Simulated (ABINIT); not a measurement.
Set up this calculation in ABINIT 10.8.3 (patched build), as the native input.

```
Task                                            : equation of state
Functional                                      : PBE
Dispersion                                      : D3
Potentials or basis                             : JTH PAW PBE v2.0
Cutoff                                          : 599 eV
k mesh                                          : 8 × 8 × 8
Occupations                                     : fermi-dirac, width 0.05 eV
Spin                                            : no spin polarisation
Fine-grid cutoff                                : 1197.3 eV
Exchange and correlation inside the PAW spheres : full angular mesh (pawxcdev 0, this build's default; the released program takes 1)
```

SnSe:

```
Sn Se
1.0
     0.00000    3.01000    3.01000
     3.01000    0.00000    3.01000
     3.01000    3.01000    0.00000
Sn Se
1 1
Direct
  0.00000 0.00000 0.00000
  0.50000 0.50000 0.50000
```

Measurements of this composition are mostly on another form, of space group No. 62.

These files were run (other wordings do the same):

run.abi

```
# Datasets: one volume each
ndtset 7
getwfk -1
scalecart1 3*0.9795861087
scalecart2 3*0.9864848297
scalecart3 3*0.9932883884
scalecart4 3*1.0000000000
scalecart5 3*1.0066227096
scalecart6 3*1.0131594038
scalecart7 3*1.0196128224

# Pseudopotentials
pp_dirpath "./"
pseudos "Sn.GGA_PBE-JTH.xml, Se.GGA_PBE-JTH.xml"

# Structure
acell 4.2567828227 4.2567828227 4.2567828227 Angstrom
rprim
     0.0000000000     0.7071067812     0.7071067812
     0.7071067812     0.0000000000     0.7071067812
     0.7071067812     0.7071067812     0.0000000000
ntypat 2
znucl 50 34
natom 2
typat 1 2
xred
     0.0000000000     0.0000000000     0.0000000000
     0.5000000000     0.5000000000     0.5000000000

# Plane-wave basis
ecut 22.0
pawecutdg 44.0

# k points
kptopt 1
ngkpt 8 8 8
nshiftk 1
shiftk 0.0 0.0 0.0

# Exchange and correlation
ixc 11
vdw_xc 6

# Bands and occupations
nband 14
occopt 3
tsmear 0.05 eV

# SCF cycle
nstep 100
tolvrs 1.0e-9

# Output
iomode 3
prtwf 1
prtden 0
prteig 0
prtebands 0
enunit 2
```

Potentials or basis: JTH PAW PBE v2.0.

Command:

```sh
$ abinit run.abi > log 2>&1
```

It gave:

```json
{
  "Equilibrium volume": "27.11 Å³/atom",
  "Bulk modulus": "50 GPa",
  "Pressure derivative of the bulk modulus": "5.7 (rough: it moves with the points fitted)"
}
```

Caveat: pressures at fixed basis lie under the slope of the energies.

Run time: 2 min on 1 thread of Arm Neoverse V2, with other jobs on the host, peak memory 0.16 GiB.
